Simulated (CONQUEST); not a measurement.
The system is P.

```xyz
8
Lattice="3.2955 0.0000 0.0000 0.0000 4.5436 0.0000 0.0000 0.0000 10.9301" Properties=species:S:1:pos:R:3 pbc="T T T"
P     0.0000    2.6754    9.8824
P     1.6477    2.6754    4.4173
P     0.0000    1.8683    1.0477
P     1.6477    1.8683    6.5128
P     0.0000    0.4035    6.5128
P     1.6477    0.4035    1.0477
P     0.0000    4.1401    4.4173
P     1.6477    4.1401    9.8824
```

Base run:

* Program: CONQUEST 1.3
* Functional: PBE
* Potentials or basis: PseudoDojo NC PBE, DZ, grid cutoff 120 Ha
* k mesh: 8 × 6 × 3
* Occupations: fermi-dirac, width 0.05 eV
* Spin: no spin polarisation

Its results: band gap on the k mesh none (metal or under the smearing width); pressure 16.8 GPa; largest force 2.590 eV/Å.

Q: After a change of settings the same cell gave: band gap on the k mesh 0.26 eV; pressure 28.2 GPa; largest force 4.576 eV/Å. Which change was it?
A. potentials or basis from PseudoDojo NC PBE, DZ, grid cutoff 120 Ha to PseudoDojo NC PBE, SZP, grid cutoff 120 Ha
B. potentials or basis from PseudoDojo NC PBE, DZ, grid cutoff 120 Ha to PseudoDojo NC PBE, SZP, grid cutoff 120 Ha; k mesh from 8 × 6 × 3 to 10 × 7 × 3
C. potentials or basis from PseudoDojo NC PBE, DZ, grid cutoff 120 Ha to PseudoDojo NC PBE, SZP, grid cutoff 120 Ha; k mesh from 8 × 6 × 3 to 6 × 4 × 2
D. potentials or basis from PseudoDojo NC PBE, DZ, grid cutoff 120 Ha to PseudoDojo NC PBE, SZ, grid cutoff 120 Ha

A: D.

Caveats: the atomic basis is small; this functional lacks dispersion, which binds the layers, so the pressure and a relaxed spacing across them are unreliable; the basis of atomic orbitals isn't converged, which shifts pressures, moduli and gaps; forces of over 1 eV/Å show positions far from the minimum, so gaps and moduli don't describe the material at rest; so large a pressure means that the cell lies far from this level's equilibrium, or that cutoff or potentials fall short (some runs); a pressure of tens of GPa on the cell as given is suspect, and the run, the potentials or the cell itself is likely at fault (some runs); an odd mesh through Γ misses points on the zone boundary, where band edges often lie (some runs).
